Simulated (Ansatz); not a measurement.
A run of Ansatz 0.2.0 is set up as follows.

input.yaml

```yaml
crystal:
  lattice:
    - [0.0, 3.19375, 3.19375]
    - [3.19375, 0.0, 3.19375]
    - [3.19375, 3.19375, 0.0]
  atoms:
    - { symbol: Ba, position: [0.0, 0.0, 0.0] }
    - { symbol: S, position: [0.5, 0.5, 0.5] }
kpoints:
  mp_grid: { grid: [7, 7, 7] }
  band_path:
    path:
      - [0.0, 0.0, 0.0]
      - [0.5, 0.0, 0.5]
      - [0.5, 0.25, 0.75]
      - [0.375, 0.375, 0.75]
      - [0.0, 0.0, 0.0]
      - [0.5, 0.5, 0.5]
      - [0.625, 0.25, 0.625]
      - [0.5, 0.25, 0.75]
    npoints: 10
scf:
  occupations: { method: fermi_dirac, width: 0.05 }
hamiltonian:
  xc: lda
  pseudopotentials: { kind: all_electron, lapw: { basis_error: 0.001 } }
output:
  forces: true
  stress: true
  eigenvalues: true
```

Potentials or basis: all-electron LAPW, scalar-relativistic.

The run is started by

```console
$ ansatz run input.yaml --threads 1 --pin off --max-ram 3072MiB --backend cpu --events-out ev --progress --plain --runs-dir out
```

(1) Estimate the band gap along the path.

(2) Predict the pressure.

(3) What does it give for the band gap on the k mesh?

## Answers

(1) 2.01 eV, indirect (least direct gap 2.12 eV).

(2) -2.5 GPa.

(3) 2.07 eV, indirect (least direct gap 2.19 eV).

Caveat: spin-orbit coupling is left out, which moves the levels of the heavy elements.

**Measured values to compare with.**

A printed reference work, monograph, original work of 1988 reports, for a bulk crystal of BaS at 2 K: band gap 3.806 eV (indirect).

A measured gap of BaS is 3.806 eV (indirect; 2 K; a printed reference work, monograph, original work of 1988); the calculated 2.01 eV misses it by -1.80 eV. Spin-orbit coupling on Ba is left out. The value is that of LDA, without temperature or zero-point motion. Semilocal functionals fall short of measured gaps as a rule.
